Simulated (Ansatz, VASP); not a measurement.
Au: VASP beside Ansatz

```
Au
1.0
     0.00000    2.03500    2.03500
     2.03500    0.00000    2.03500
     2.03500    2.03500    0.00000
Au
1
Direct
  0.00000 0.00000 0.00000
```

Alike in both runs: task band structure; functional PBEsol; k mesh 8 × 8 × 8; occupations fermi-dirac, width 0.05 eV; spin-orbit coupling, no magnetisation.

```csv
,VASP,Ansatz
version,VASP 6.6.1,Ansatz 0.2.0
potentials or method,"VASP PAW PBE potentials, release 64 (Au)",Ansatz PAW
plane-wave cutoff (eV),520,420
valence electrons in the cell,11,19
```

VASP gave:

| Quantity | Value |
| --- | --- |
| gap on the k mesh at the Fermi level (eV) | none |
| pressure (GPa) | 1.3 |

Q: What did Ansatz give for the same quantities?

A: gap on the k mesh at the Fermi level (eV): none; pressure (GPa): 1.4.

A gap of «none» marks a metal or a gap that the smearing closes. The two sets of potentials don't hold the same shells in valence.

Caveats: the PAW data sets were made with another functional, which shifts forces and pressure a little (VASP); the PAW data sets come from PBE, with cores solved anew for the run's functional, which leaves a small shift of forces and pressure (Ansatz).
